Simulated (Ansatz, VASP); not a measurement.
# Sb in VASP and in Ansatz

File INCAR:

```
SYSTEM = Sb
PREC = Accurate
ENCUT = 520
EDIFF = 1E-6
ISMEAR = -1
SIGMA = 0.05
LREAL = .FALSE.
LASPH = .TRUE.
NELM = 60
ALGO = Normal
ISIF = 2
LWAVE = .FALSE.
LCHARG = .FALSE.
NBANDS = 8
```

KPOINTS

```
regular mesh
0
G
  5 5 5
  0 0 0
```

File POSCAR:

```
Sb
1.0
    3.1600000000      0.0000000000      0.0000000000
    0.0000000000      3.1600000000      0.0000000000
    0.0000000000      0.0000000000      3.1600000000
Sb
1
Direct
    0.0000000000      0.0000000000      0.0000000000
```

Contents of input.yaml:

```yaml
crystal:
  lattice:
    - [3.16, 0.0, 0.0]
    - [0.0, 3.16, 0.0]
    - [0.0, 0.0, 3.16]
  atoms:
    - { symbol: Sb, position: [0.0, 0.0, 0.0] }
hamiltonian:
  xc: lda
  pseudopotentials: { kind: paw }
kpoints:
  mp_grid: { grid: [5, 5, 5] }
  band_path:
    path:
      - [[0.0, 0.0, 0.0], [0.0, 0.5, 0.0], [0.5, 0.5, 0.0], [0.0, 0.0, 0.0], [0.5, 0.5, 0.5], [0.0, 0.5, 0.0]]
      - [[0.5, 0.5, 0.0], [0.5, 0.5, 0.5]]
    npoints: 14
scf:
  occupations: { method: fermi_dirac, width: 0.05 }
  n_extra_bands: 6
output:
  forces: true
  stress: true
  eigenvalues: true
  fatbands: true
```

This isn't the form of Sb at room conditions, which is rhombohedral.

Alike in both runs: functional LDA; k mesh 5 × 5 × 5; occupations fermi-dirac, width 0.05 eV; no spin polarisation.

```csv
,VASP,Ansatz
version,VASP 6.6.1,Ansatz 0.2.0
potentials or method,"VASP PAW LDA potentials, release 64 (Sb)",Ansatz PAW
plane-wave cutoff (eV),520,420
valence electrons in the cell,5,15
task,single point,band structure
```

Ansatz gave:

```
gap on the k mesh at the Fermi level (eV) : none
pressure (GPa)                            : -5.8
```

Q: Estimate VASP's values.

A: gap on the k mesh at the Fermi level (eV): none; pressure (GPa): -5.7.

A gap of «none» marks a metal or a gap that the smearing closes. The two sets of potentials don't hold the same shells in valence.

Caveats: the k mesh is coarse (spacing up to 0.40 Å⁻¹), so the values aren't converged; spin-orbit coupling is left out, which moves the levels of the heavy elements (Ansatz); the PAW data sets come from PBE, with cores solved anew for the run's functional, which leaves a small shift of forces and pressure (Ansatz). Spin-orbit coupling is left out, which matters for the levels of Sb.
